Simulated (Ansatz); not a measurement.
**LiH, pressure series**

Base system: LiH in the rock salt structure (space group Fm-3m, No. 225; a = 4.0071 Å).

Cell and atoms are relaxed at each pressure.

The values are results of PBE (Ansatz, a quantum-chemistry and plane-wave program; PAW; 420 eV plane waves; no spin-orbit coupling), not measurements.

Notes on the quantities. enthalpy: H = E + PV relative to the base's energy.

```csv
change,enthalpy,band gap,lattice parameter a
base,–,2.98 eV,4.007 Å
pressure −2 GPa,-0.10 eV/atom,3.03 eV,4.089 Å
pressure −1 GPa,-0.05 eV/atom,3.01 eV,4.046 Å
pressure 0.3 GPa,+0.01 eV/atom,2.98 eV,3.996 Å
pressure 0.7 GPa,+0.03 eV/atom,2.97 eV,3.982 Å
pressure 1.5 GPa,+0.07 eV/atom,2.95 eV,3.956 Å
pressure 3 GPa,+0.15 eV/atom,2.93 eV,3.911 Å
pressure 5 GPa,+0.24 eV/atom,2.89 eV,3.858 Å
pressure 7.5 GPa,+0.35 eV/atom,2.84 eV,3.800 Å
pressure 10 GPa,+0.45 eV/atom,2.80 eV,3.751 Å
```

Load acts through the strain it causes; cell and atoms are relaxed under it. Stability against distortions was not tested. No other phases were tried under pressure.
